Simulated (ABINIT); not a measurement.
A run of ABINIT 10.8.3 (patched build) is set up as follows.

Contents of run.abi:

```
# Pseudopotentials
pp_dirpath "./"
pseudos "As.upf"

# Structure
acell 3*1.0 Angstrom
rprim
     1.8250000000    -5.5000000000     0.0000000000
     1.8250000000     5.5000000000     0.0000000000
     0.0000000000     0.0000000000     4.4700000000
ntypat 1
znucl 33
natom 4
typat 1 1 1 1
xred
     0.3900000000     0.6100000000     0.5600000000
     0.8900000000     0.1100000000     0.9400000000
     0.6100000000     0.3900000000     0.4400000000
     0.1100000000     0.8900000000     0.0600000000
chkprim 0
chksymtnons 0
tolsym 1.0e-6

# Plane-wave basis
ecut 1034.032677 eV

# k points
kptopt 1
ngkpt 6 6 4
nshiftk 1
shiftk 0.0 0.0 0.0

# Exchange and correlation
ixc -116133

# Bands and occupations
nband 36
occopt 3
tsmear 0.05 eV

# SCF cycle
nstep 100
tolvrs 1.0e-10

# Output
iomode 3
prtwf 0
prtden 0
prteig 0
prtebands 0
enunit 1
```

Potentials or basis: PseudoDojo NC SR PBEsol v0.4.1 standard.

Launch:

```bash
$ mpirun --bind-to none -np 4 abinit run.abi > log 2>&1
```

**Question.** Predict the largest force.

**Answer.** 0.087 eV/Å.

**Question.** What does it give for the band gap on the k mesh?

**Answer.** 0.22 eV, indirect (least direct gap 0.51 eV).

**Question.** Predict the pressure.

**Answer.** -1.9 GPa.

Stress tensor (GPa, compression positive):
```
-0.32  0.00  0.00
 0.00 -2.11  0.00
 0.00  0.00 -3.22
```

A k mesh can miss the band edges. A hybrid or GW would open this gap; PBEsol tends to underestimate it.
